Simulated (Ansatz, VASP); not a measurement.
# TiSb2: VASP beside Ansatz, part 2 of 2

Wanted: the spread between two codes on one cell, functional and k mesh. The structure shown comes from an earlier Ansatz run, which isn't shown and may have moved the atoms alone.

VASP 6.6.1 and Ansatz 0.2.0.

So far: Starting point; Ansatz: elastic constants, LDA.

## (3) VASP: elastic constants, LDA

Level of this step: LDA; plane waves and PAW (Ti_sv, Sb) (VASP).

The same cell, functional (in two slightly different forms), mesh and smearing now go to VASP, with its own data sets.

Lines of VASP's logs that name or quote its potential files are left out, and so is its time.

Input file INCAR:

```
SYSTEM = TiSb2
PREC = Accurate
ENCUT = 500
EDIFF = 1E-08
NELM = 120
ISMEAR = 1
SIGMA = 0.25
LREAL = .FALSE.
ALGO = Normal
GGA = CA
NBANDS = 28
LASPH = .TRUE.
LORBIT = 11
LWAVE = .FALSE.
LCHARG = .FALSE.
ISIF = 3
IBRION = 6
NFREE = 2
POTIM = 0.015
NSW = 1
GGA_COMPAT = .FALSE.
KPAR = 2
```

Input file POSCAR:

```
TiSb2
1.0
   -3.2892510888      3.2892510888      2.8380129243
    3.2892510888     -3.2892510888      2.8380129243
    3.2892510888      3.2892510888     -2.8380129243
Ti Sb
2 4
Direct
    0.2500000000      0.2500000000      0.0000000000
    0.7500000000      0.7500000000      0.0000000000
    0.6528226193      0.1528226193      0.8056452385
    0.1528226193      0.3471773807      0.5000000000
    0.3471773807      0.8471773807      0.1943547615
    0.8471773807      0.6528226193      0.5000000000
```

Input file KPOINTS:

```
Automatic mesh
0
Gamma
4 4 4
0 0 0
```

PAW data sets: Ti_sv and Sb (LDA family, release 64).

On the command line:

```sh
mpirun -np 2 vasp_std
```

Numbers of over 12 decimals in the logs are rounded to 6 here.

Output:

```text
[banner, memory and clock lines left out]
running    2 mpi-ranks, on    1 nodes
 distrk:  each k-point on    1 cores,    2 groups
 distr:  one band on    1 cores,    1 groups

 POSCAR found type information on POSCAR TiSb
 POSCAR found :  2 types and       6 ions
 LDA part: xc-table for (Slater(with rela. corr.)+CA(PZ))
 , standard interpolation
 POSCAR, INCAR and KPOINTS ok, starting setup
 FFT: planning ... GRIDC
 FFT: planning ... GRID_SOFT
 FFT: planning ... GRID
 WAVECAR not read
 entering main loop
       N       E                     dE             d eps       ncg     rms          rms(c)
DAV:   1     0.437877958736E+03    0.43788E+03   -0.19142E+04   728   0.148E+03
DAV:   2     0.134462862907E+02   -0.42443E+03   -0.41586E+03   796   0.424E+02
DAV:   3    -0.364809186737E+02   -0.49927E+02   -0.48965E+02  1160   0.125E+02
DAV:   4    -0.412894408176E+02   -0.48085E+01   -0.47826E+01  1184   0.341E+01
DAV:   5    -0.415333864318E+02   -0.24395E+00   -0.24381E+00  1020   0.621E+00    0.145E+01
DAV:   6    -0.403426209780E+02    0.11908E+01   -0.28496E+01  1040   0.340E+01    0.749E+00
DAV:   7    -0.393860078020E+02    0.95661E+00   -0.10567E+01  1012   0.195E+01    0.504E+00
DAV:   8    -0.392452448214E+02    0.14076E+00   -0.95913E-01   932   0.685E+00    0.667E-01
DAV:   9    -0.392447775006E+02    0.46732E-03   -0.48721E-02  1088   0.168E+00    0.477E-01
DAV:  10    -0.392443208927E+02    0.45661E-03   -0.87411E-03  1092   0.847E-01    0.894E-02
DAV:  11    -0.392442094688E+02    0.11142E-03   -0.13444E-03   984   0.302E-01    0.580E-02
DAV:  12    -0.392442020880E+02    0.73808E-05   -0.13257E-04  1100   0.726E-02    0.800E-03
DAV:  13    -0.392442023609E+02   -0.27287E-06   -0.48549E-06  1108   0.136E-02    0.259E-03
DAV:  14    -0.392442023378E+02    0.23061E-07   -0.26912E-07   964   0.296E-03    0.142E-03
DAV:  15    -0.392442023315E+02    0.63028E-08   -0.11086E-07   976   0.172E-03    0.384E-04
DAV:  16    -0.392442023304E+02    0.10905E-08   -0.73665E-09   540   0.566E-04
   1 F= -.39244202E+02 E0= -.39252871E+02  d E =0.260047E-01
[... from here on, the cycles between the ionic steps are left out ...]
   2 F= -.39229390E+02 E0= -.39237719E+02  d E =0.249900E-01
   3 F= -.39219590E+02 E0= -.39228523E+02  d E =0.267986E-01
  14 F= -.39243018E+02 E0= -.39251686E+02  d E =0.260041E-01
  15 F= -.39243018E+02 E0= -.39251686E+02  d E =0.260041E-01
  16 F= -.39243109E+02 E0= -.39251784E+02  d E =0.260244E-01
  17 F= -.39243109E+02 E0= -.39251784E+02  d E =0.260244E-01
  18 F= -.39243479E+02 E0= -.39252091E+02  d E =0.258347E-01
  19 F= -.39242928E+02 E0= -.39251652E+02  d E =0.261721E-01
  20 F= -.39243646E+02 E0= -.39252310E+02  d E =0.259918E-01
 Finite differences progress:
  Degree of freedom:  10/ 10
  Displacement:        1/  2
  Total:              19/ 20
 bond charge predicted
       N       E                     dE             d eps       ncg     rms          rms(c)
DAV:   1    -0.392429728461E+02    0.67287E-03   -0.21156E-01  1352   0.179E+00    0.839E-02
DAV:   2    -0.392436663386E+02   -0.69349E-03   -0.79756E-03  1760   0.387E-01    0.389E-02
DAV:   3    -0.392436485594E+02    0.17779E-04   -0.21618E-04  1712   0.853E-02    0.190E-02
DAV:   4    -0.392436461659E+02    0.23934E-05   -0.30024E-05  1832   0.346E-02    0.720E-03
DAV:   5    -0.392436458106E+02    0.35529E-06   -0.62653E-06  1836   0.163E-02    0.357E-03
DAV:   6    -0.392436457229E+02    0.87750E-07   -0.68429E-07  1788   0.617E-03    0.844E-04
DAV:   7    -0.392436457279E+02   -0.50040E-08   -0.62640E-08  1608   0.165E-03
  21 F= -.39243646E+02 E0= -.39252310E+02  d E =0.259917E-01
 Finite differences progress:
  Degree of freedom:  10/ 10
  Displacement:        2/  2
  Total:              20/ 20
```

From OUTCAR (step 3):

```text
ion  position               nearest neighbor table
   1  0.250  0.250  0.000-   2 2.84   2 2.84   4 2.87   4 2.87   6 2.87   6 2.87   3 2.87   5 2.87
                             3 2.87   5 2.87
   2  0.750  0.750  0.000-   1 2.84   1 2.84   6 2.87   6 2.87   4 2.87   4 2.87   5 2.87   3 2.87
                             5 2.87   3 2.87
   3  0.653  0.153  0.806-   5 2.84   2 2.87   1 2.87   2 2.87   1 2.87   5 3.37   5 3.37   6 3.48
                             4 3.48   4 3.48   6 3.48   6 3.53   4 3.53   4 3.53   6 3.53
   4  0.153  0.347  0.500-   6 2.84   1 2.87   2 2.87   1 2.87   2 2.87   6 3.37   6 3.37   5 3.48
                             3 3.48   3 3.48   5 3.48   3 3.53   5 3.53   3 3.53   5 3.53
   5  0.347  0.847  0.194-   3 2.84   1 2.87   2 2.87   1 2.87   2 2.87   3 3.37   3 3.37   6 3.48
                             4 3.48   6 3.48   4 3.48   6 3.53   4 3.53   6 3.53   4 3.53
   6  0.847  0.653  0.500-   4 2.84   2 2.87   1 2.87   2 2.87   1 2.87   4 3.37   4 3.37   5 3.48
                             3 3.48   3 3.48   5 3.48   3 3.53   5 3.53   5 3.53   3 3.53

  LATTYP: Found a body centered tetragonal cell.
 ALAT       =     6.5785021776
 C/A-ratio  =     0.8628143148

 Subroutine GETGRP returns: Found 16 space group operations
 (whereof  8 operations were pure point group operations)

The static configuration has the point symmetry C_4h.
 The point group associated with its full space group is D_4h.

 Found     13 irreducible k-points:

   k-points           NKPTS =     13   k-points in BZ     NKDIM =     13   number of bands    NBANDS=     28

   dimension x,y,z NGX =    40 NGY =   40 NGZ =   40
   dimension x,y,z NGXF=    80 NGYF=   80 NGZF=   80

   ENCUT  =  500.0 eV  36.75 Ry    6.06 a.u.   9.93  9.93  9.93*2*pi/ulx,y,z

   NELECT =      44.0000    total number of electrons

 k-points in reciprocal lattice and weights: Automatic mesh
   0.00000000  0.00000000  0.00000000       0.016
   0.25000000  0.00000000  0.00000000       0.125
   0.50000000  0.00000000  0.00000000       0.062
   0.25000000  0.25000000  0.00000000       0.125
   0.50000000  0.25000000 -0.00000000       0.250
  -0.25000000  0.25000000  0.00000000       0.062
   0.50000000  0.50000000  0.00000000       0.031
   0.25000000  0.25000000  0.25000000       0.031
  -0.25000000  0.25000000  0.25000000       0.062
   0.50000000  0.50000000  0.25000000       0.062
  -0.25000000  0.50000000  0.25000000       0.125
  -0.25000000 -0.25000000  0.25000000       0.031
   0.50000000  0.50000000  0.50000000       0.016

 average (electrostatic) potential at core
       1 -70.5448       2 -70.5448       3 -83.3009       4 -83.3008       5 -83.3008
       6 -83.3008

 E-fermi :  10.2187

 k-point     1 :       0.0000    0.0000    0.0000
  band No.  band energies     occupation
    ...
     18       7.1433      2.00000
     19       7.1439      2.00000
     20       7.8289      2.00000
     21       8.5079      2.00000
     22       9.3171      2.00000
     23      10.6780     -0.02610
     24      11.0641     -0.00002
     25      11.7743     -0.00000
     26      11.7743     -0.00000
     27      12.1171     -0.00000
    ...

 k-point     2 :       0.2500    0.0000    0.0000
  band No.  band energies     occupation
    ...
     18       7.9020      2.00000
     19       8.1244      2.00000
     20       8.3968      2.00000
     21       8.9330      2.00000
     22       9.4307      2.00008
     23      10.9809     -0.00014
     24      11.1602     -0.00000
     25      11.4343     -0.00000
     26      11.4651     -0.00000
     27      12.2080     -0.00000
    ...

 k-point     3 :       0.5000    0.0000    0.0000
  band No.  band energies     occupation
    ...
     18       8.2630      2.00000
     19       8.9597      2.00000
     20       8.9801      2.00000
     21       9.6685      2.00792
     22       9.6713      2.00826
     23      10.7640     -0.00853
     24      10.7790     -0.00680
     25      11.2594     -0.00000
     26      11.2706     -0.00000
     27      12.1900     -0.00000
    ...

[...]
--------------------------------------------------------------------------------

 Eigenvectors and eigenvalues of the dynamical matrix
 ----------------------------------------------------

   1 f  =    8.924933 THz    56.077011 2PiTHz  297.703736 cm-1    36.910542 meV
             X         Y         Z           dx          dy          dz
      0.000000  0.000000  1.419006    -0.000000    0.000000   -0.670822
      0.000000  0.000000  4.257019     0.000000   -0.000000    0.670822
      1.005344  4.294595  0.000000    -0.111801    0.111801   -0.000000
      2.283907  1.005344  0.000000    -0.111801   -0.111801    0.000000
      2.283907 -1.005344  2.838013     0.111801   -0.111801    0.000000
      1.005344  2.283907  2.838013     0.111801    0.111801   -0.000000

   2 f  =    8.161138 THz    51.277943 2PiTHz  272.226263 cm-1    33.751740 meV
             X         Y         Z           dx          dy          dz
      0.000000  0.000000  1.419006     0.494483    0.470285    0.000000
      0.000000  0.000000  4.257019    -0.494483   -0.470285   -0.000000
      1.005344  4.294595  0.000000     0.000000    0.000000    0.004645
      2.283907  1.005344  0.000000     0.000000    0.000000    0.185194
      2.283907 -1.005344  2.838013    -0.000000    0.000000   -0.004645
      1.005344  2.283907  2.838013    -0.000000    0.000000   -0.185194

   3 f  =    8.161138 THz    51.277943 2PiTHz  272.226263 cm-1    33.751740 meV
             X         Y         Z           dx          dy          dz
      0.000000  0.000000  1.419006     0.470285   -0.494483   -0.000000
      0.000000  0.000000  4.257019    -0.470285    0.494483    0.000000
      1.005344  4.294595  0.000000    -0.000000   -0.000000    0.185194
      2.283907  1.005344  0.000000    -0.000000   -0.000000   -0.004645
      2.283907 -1.005344  2.838013    -0.000000   -0.000000   -0.185194
      1.005344  2.283907  2.838013    -0.000000   -0.000000    0.004645

   4 f  =    7.422670 THz    46.638012 2PiTHz  247.593626 cm-1    30.697683 meV
             X         Y         Z           dx          dy          dz
      0.000000  0.000000  1.419006     0.511233   -0.378995   -0.000000
      0.000000  0.000000  4.257019     0.511233   -0.378995   -0.000000
      1.005344  4.294595  0.000000    -0.212465    0.189170   -0.000000
      2.283907  1.005344  0.000000    -0.108243    0.048583   -0.000000
      2.283907 -1.005344  2.838013    -0.212465    0.189170    0.000000
      1.005344  2.283907  2.838013    -0.108243    0.048583    0.000000

   5 f  =    7.422670 THz    46.638012 2PiTHz  247.593626 cm-1    30.697683 meV
             X         Y         Z           dx          dy          dz
      0.000000  0.000000  1.419006     0.378995    0.511233   -0.000000
      0.000000  0.000000  4.257019     0.378995    0.511233    0.000000
      1.005344  4.294595  0.000000    -0.048583   -0.108243   -0.000000
      2.283907  1.005344  0.000000    -0.189170   -0.212465    0.000000
      2.283907 -1.005344  2.838013    -0.048583   -0.108243    0.000000
      1.005344  2.283907  2.838013    -0.189170   -0.212465   -0.000000

   6 f  =    5.537039 THz    34.790242 2PiTHz  184.695738 cm-1    22.899343 meV
             X         Y         Z           dx          dy          dz
      0.000000  0.000000  1.419006     0.000000   -0.000000   -0.646507
      0.000000  0.000000  4.257019    -0.000000    0.000000   -0.646507
      1.005344  4.294595  0.000000    -0.000000   -0.000000    0.202521
      2.283907  1.005344  0.000000    -0.000000    0.000000    0.202521
      2.283907 -1.005344  2.838013     0.000000    0.000000    0.202521
      1.005344  2.283907  2.838013     0.000000   -0.000000    0.202521

   7 f  =    5.535058 THz    34.777792 2PiTHz  184.629646 cm-1    22.891148 meV
             X         Y         Z           dx          dy          dz
      0.000000  0.000000  1.419006    -0.000000   -0.000000    0.000000
      0.000000  0.000000  4.257019    -0.000000   -0.000000    0.000000
      1.005344  4.294595  0.000000    -0.353553   -0.353553   -0.000000
      2.283907  1.005344  0.000000    -0.353553    0.353553   -0.000000
      2.283907 -1.005344  2.838013     0.353553    0.353553   -0.000000
      1.005344  2.283907  2.838013     0.353553   -0.353553   -0.000000

   8 f  =    5.318712 THz    33.418455 2PiTHz  177.413143 cm-1    21.996416 meV
             X         Y         Z           dx          dy          dz
      0.000000  0.000000  1.419006    -0.000000    0.000000    0.000000
      0.000000  0.000000  4.257019    -0.000000    0.000000    0.000000
      1.005344  4.294595  0.000000     0.353553    0.353553    0.000000
      2.283907  1.005344  0.000000    -0.353553    0.353553    0.000000
      2.283907 -1.005344  2.838013    -0.353553   -0.353553   -0.000000
      1.005344  2.283907  2.838013     0.353553   -0.353553   -0.000000

   9 f  =    4.264039 THz    26.791746 2PiTHz  142.233024 cm-1    17.634640 meV
             X         Y         Z           dx          dy          dz
      0.000000  0.000000  1.419006    -0.000000    0.000000    0.223603
      0.000000  0.000000  4.257019     0.000000    0.000000   -0.223603
      1.005344  4.294595  0.000000    -0.335411    0.335411    0.000000
      2.283907  1.005344  0.000000    -0.335411   -0.335411    0.000000
      2.283907 -1.005344  2.838013     0.335411   -0.335411   -0.000000
      1.005344  2.283907  2.838013     0.335411    0.335411    0.000000

  10 f  =    4.014415 THz    25.223314 2PiTHz  133.906477 cm-1    16.602280 meV
             X         Y         Z           dx          dy          dz
      0.000000  0.000000  1.419006    -0.000000    0.000000    0.000000
      0.000000  0.000000  4.257019    -0.000000    0.000000    0.000000
      1.005344  4.294595  0.000000    -0.353553    0.353553    0.000000
      2.283907  1.005344  0.000000     0.353553    0.353553    0.000000
      2.283907 -1.005344  2.838013     0.353553   -0.353553    0.000000
      1.005344  2.283907  2.838013    -0.353553   -0.353553   -0.000000

  11 f  =    3.378201 THz    21.225862 2PiTHz  112.684652 cm-1    13.971110 meV
             X         Y         Z           dx          dy          dz
      0.000000  0.000000  1.419006     0.016108   -0.111943    0.000000
      0.000000  0.000000  4.257019     0.016108   -0.111943    0.000000
      1.005344  4.294595  0.000000     0.482207   -0.034961   -0.000000
      2.283907  1.005344  0.000000    -0.492323    0.105267    0.000000
      2.283907 -1.005344  2.838013     0.482207   -0.034961    0.000000
      1.005344  2.283907  2.838013    -0.492323    0.105267   -0.000000

  12 f  =    3.378201 THz    21.225862 2PiTHz  112.684652 cm-1    13.971110 meV
             X         Y         Z           dx          dy          dz
      0.000000  0.000000  1.419006    -0.111943   -0.016108    0.000000
      0.000000  0.000000  4.257019    -0.111943   -0.016108   -0.000000
      1.005344  4.294595  0.000000     0.105267    0.492323    0.000000
      2.283907  1.005344  0.000000    -0.034961   -0.482207   -0.000000
      2.283907 -1.005344  2.838013     0.105267    0.492323    0.000000
      1.005344  2.283907  2.838013    -0.034961   -0.482207   -0.000000

  13 f  =    3.240748 THz    20.362223 2PiTHz  108.099730 cm-1    13.402652 meV
             X         Y         Z           dx          dy          dz
      0.000000  0.000000  1.419006    -0.000000   -0.000000   -0.000000
      0.000000  0.000000  4.257019     0.000000   -0.000000   -0.000000
      1.005344  4.294595  0.000000     0.000000    0.000000   -0.500000
      2.283907  1.005344  0.000000    -0.000000   -0.000000    0.500000
      2.283907 -1.005344  2.838013     0.000000    0.000000   -0.500000
      1.005344  2.283907  2.838013    -0.000000   -0.000000    0.500000
    [... 43 further lines ...]
      2.283907 -1.005344  2.838013    -0.000000   -0.000000   -0.457149
      1.005344  2.283907  2.838013    -0.000000   -0.000000   -0.457149

 ELASTIC MODULI CONTR FROM IONIC RELAXATION (kBar)
 Direction    XX          YY          ZZ          XY          YZ          ZX
 --------------------------------------------------------------------------------
 XX         -33.4020     19.5281      0.0713     -0.0000     -0.0000     -0.0000
 YY          19.5281    -33.4020      0.0713      0.0000     -0.0000      0.0000
 ZZ           0.0713      0.0713     -0.0007     -0.0000      0.0000      0.0000
 XY          -0.0000      0.0000     -0.0000    -80.6862     -0.0000     -0.0000
 YZ          -0.0000     -0.0000      0.0000     -0.0000    -28.3725     -0.0000
 ZX          -0.0000      0.0000      0.0000     -0.0000     -0.0000    -28.3725
 --------------------------------------------------------------------------------

 TOTAL ELASTIC MODULI (kBar)
 Direction    XX          YY          ZZ          XY          YZ          ZX
 --------------------------------------------------------------------------------
 XX        2247.5098    462.2985    631.6259     -0.0000     -0.0000     -0.0000
 YY         462.2985   2247.5098    631.6259      0.0000     -0.0000      0.0000
 ZZ         631.6259    631.6259   1716.1989     -0.0000      0.0000      0.0000
 XY          -0.0000      0.0000     -0.0000    722.6928     -0.0000     -0.0000
 YZ          -0.0000     -0.0000      0.0000     -0.0000    588.1771     -0.0000
 ZX          -0.0000      0.0000      0.0000     -0.0000     -0.0000    588.1770
 --------------------------------------------------------------------------------

 total charge
# of ion       s       p       d       tot
------------------------------------------
    1        2.164   6.112   2.066  10.342
    2        2.164   6.112   2.066  10.342
    3        1.162   1.291   0.055   2.507
    4        1.162   1.291   0.055   2.507
    5        1.162   1.291   0.055   2.507
    6        1.162   1.291   0.055   2.507
--------------------------------------------------
tot          8.977  17.387   4.350  30.713

[... 2 further parts left out ...]
```

CONTCAR:

```
TiSb2
   1.00000000000000
    -3.2892510887999999    3.2892510887999999    2.8380129243000001
     3.2892510887999999   -3.2892510887999999    2.8380129243000001
     3.2892510887999999    3.2892510887999999   -2.8380129243000001
  Ti              Sb
     2     4
Direct
     0.2500000000000000    0.2500000000000000    0.0000000000000000
     0.7500000000000000    0.7500000000000000    0.0000000000000000
     0.6501799252037921    0.1501799252037921    0.8056452384999986
     0.1528226192999966    0.3471773807000034    0.5000000000000000
     0.3471773807000034    0.8471773807000034    0.1943547615000014
     0.8471773807000034    0.6528226192999966    0.5000000000000000
```

Levels, forces or a CONTCAR printed for this step are those of its last displaced cell, not of the structure at rest.

## (4) Differences

Known differences besides the potentials themselves: the two LDA forms differ slightly; the data sets hold 84 valence electrons in Ansatz (on its default PAW (the set named soft_2) files) and 44 in VASP; the cutoff is 420 eV in Ansatz and 500 eV in VASP; VASP's log shows a relativistic correction to its local exchange, Ansatz's none; VASP takes each elastic constant from one size of strain, Ansatz from those that its log lists. Total energies have different zeros and are not compared.

Both answers:

```
 quantity  Ansatz   VASP  difference
C11 (GPa)   222.4  224.8     -1.03 %
C22 (GPa)   222.4  224.8     -1.03 %
C33 (GPa)   169.7  171.6     -1.11 %
C12 (GPa)    45.0   46.2     -2.58 %
C13 (GPa)    62.6   63.2     -0.85 %
C23 (GPa)    62.6   63.2     -0.85 %
C44 (GPa)    57.9   58.8     -1.55 %
C55 (GPa)    57.9   58.8     -1.55 %
C66 (GPa)    71.3   72.3     -1.38 %
```

## (5) What came out

```json
{
 "difference in C12 (elastic constants, LDA)": "-2.6 %"
}
```

What this shows: The difference in C12 is -2.6 % (elastic constants, LDA), within the 5 % picked in this series as the mark of a large difference. The data sets hold unlike numbers of valence electrons (84 in Ansatz and 44 in VASP), so part of the differences comes from the potentials. How closely two codes agree says nothing of how well the functional describes the real material.

[Lines on the potential files, build, host, timing and source positions are cut from VASP's logs without a mark.]

[Logs are printed without paths, hosts, clocks, repeated set-up lines and the standing remarks that a program may print on its own settings, such as how far it seeks lower states.]

[Hosts, paths, dates, database ids (printed as entryN), source tags and the programs' standing remarks are cut or masked in the printed files.]
